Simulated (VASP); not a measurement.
**CF4: single point with PBE+D3(BJ)**

CF4:

```xyz
40
Lattice="8.9959 0.0000 0.0000 0.0000 8.9959 0.0000 0.0000 0.0000 8.9959" Properties=species:S:1:pos:R:3 pbc="T T T"
C     2.5752    5.1322    1.8252
C     7.4155    6.2731    5.3789
C     3.4873    8.9987    8.1165
C     7.1873    5.6596    0.6764
C     3.3298    4.5398    5.7002
C     8.0036    1.8379    8.3976
C    -0.5519    1.0816    3.6390
C     4.4076    9.6595    3.5748
F     3.1926    6.0933    2.4978
F     1.4347    4.7692    2.4453
F     2.2370    5.5350    0.6322
F     3.4945    4.1030    1.7202
F     8.3268    6.7571    6.2656
F     7.2805    4.8889    5.5412
F     6.2207    6.8346    5.6053
F     7.6870    6.3595    4.0702
F     4.4009    8.6739    9.0506
F     2.4754    9.3494    8.9063
F     3.8039   10.0641    7.3569
F     3.0366    8.0911    7.2912
F     7.0857    5.0931    1.8807
F     7.6453    4.7955   -0.1794
F     5.9505    6.1268    0.2711
F     8.0003    6.7490    0.6394
F     4.3876    4.5616    6.4953
F     2.5052    3.5396    6.0526
F     2.6534    5.6889    5.6979
F     3.8735    4.1863    4.5309
F     8.3415    2.5105    7.3457
F     8.0664    0.5067    8.2168
F     8.6967    2.2482    9.4492
F     6.6453    2.0860    8.6254
F     0.4760    1.6926    4.1329
F    -1.0939    0.3387    4.5263
F    -1.4071    1.9503    3.0881
F     0.0066    0.2596    2.7124
F     5.1624   10.1161    4.6185
F     3.3077    9.1987    4.0887
F     4.1772   10.7204    2.8620
F     5.0638    8.6734    2.9087
```

The cell was built by a generator and needn't be a form met in nature.

```json
{"Program": "VASP 6.6.1", "Task": "single point", "Functional": "PBE", "Dispersion": "D3(BJ)", "Potentials or basis": "VASP PAW PBE potentials, release 64 (C, F)", "Cutoff": "520 eV", "k mesh": "1 × 1 × 1", "Occupations": "fermi-dirac, width 0.05 eV", "Spin": "no spin polarisation"}
```

```yaml
Pressure: 1.6 GPa
Largest_force: 3.266 eV/Å
Band_gap_on_the_k_mesh: 8.40 eV, direct
Dispersion_energy_per_atom: -0.028 eV
```

Forces on the atoms (eV/Å):
```
C    0.919 -1.138  0.552
C   -0.834 -2.333  0.063
C   -1.010  1.893  1.241
C   -1.102  1.878 -0.185
C    0.520 -1.432 -0.171
C   -2.865 -0.614  1.076
C    1.253 -0.285 -2.382
C    1.761  0.107  1.441
F   -0.006  0.780  0.464
F    0.360 -0.444  0.448
F   -0.139  0.578 -1.696
F   -1.183  0.341  0.041
F   -0.466 -0.278 -1.296
F    0.292  1.074  0.787
F    0.144  0.330  0.241
F    0.944  1.255  0.333
F    1.384 -0.791 -1.441
F   -2.018  0.768  0.566
F    1.034  0.135  0.217
F    0.580 -1.965 -0.561
F    0.085  0.318  0.015
F    0.402 -1.162 -1.111
F    0.498 -0.636  0.387
F    0.055 -0.322  0.766
F    0.304  0.713  1.725
F   -0.547 -0.026  0.422
F    0.231  0.124 -0.275
F   -0.545  0.560 -1.529
F    0.904  0.564 -1.683
F    0.780  0.053 -0.046
F    0.479 -0.227  0.396
F    0.768  0.065  0.145
F    1.732  2.197  1.548
F   -1.957 -1.399  2.209
F   -0.298 -0.036 -0.090
F   -0.632 -0.445 -1.223
F    0.632 -0.567  0.193
F   -1.867 -1.107  0.355
F   -0.414  0.901 -2.002
F   -0.178  0.573  0.058
```

Stress tensor (GPa, compression positive):
```
 0.99  0.98 -0.57
 0.98  1.05 -0.40
-0.57 -0.40  2.70
```

Levels at points of the mesh, in eV from the valence-band top:
```csv
k point,band 124,band 125,band 126,band 127,band 128,band 129,band 130,band 131,band 132,band 133
"(0.00, 0.00, 0.00)",-0.12,-0.11,-0.09,-0.02,0.00,8.40,10.21,10.28,10.40,10.42
```

Wall time 3.6 min on 1 thread of AMD EPYC 7R13 Processor (Zen 3) (shared host), peak memory 0.61 GiB.

PBE gaps usually lie below the measured ones, often by a third to a half.
